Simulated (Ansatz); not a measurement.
Zone-centre modes in Hf2S

The calculation used DFT PBEsol, scalar-relativistic, plane waves, PAW (Ansatz 0.2.0). Settings: plane waves to 420 eV, k-mesh 18×18×4 (Γ-centred), Gaussian smearing 0.15 eV. Spin–orbit coupling is left out, which can shift energies with elements as heavy as these. No spin polarisation.

Reference structure (relaxed at this level; it needn't be the usual structure):

```
CELL_PARAMETERS angstrom
3.34653 0.00000 0.00000
-1.67327 2.89818 0.00000
0.00000 0.00000 11.66424
ATOMIC_POSITIONS crystal
Hf 0.66667 0.33333 0.89862
Hf 0.33333 0.66667 0.39862
Hf 0.66667 0.33333 0.60138
Hf 0.33333 0.66667 0.10138
S 0.00000 0.00000 0.75000
S 0.00000 0.00000 0.25000
```

Harmonic modes by finite displacements of 0.02 Å, without the LO–TO term.

(1) At this geometry, is the structure stable against these modes?

(2) List the wavenumbers in cm⁻¹.

## Answers

(1) Yes: no mode is imaginary beyond 10 cm⁻¹, and only the three translations lie near zero.

(2) 0, 0, 0, 75, 75, 83, 83, 113, 113, 116, 136, 149, 267, 267, 274, 274, 325, 325.

Cost: 1 run of about 7.5 core-minutes, on Intel Xeon 6975P-C (Granite Rapids) (shared hosts).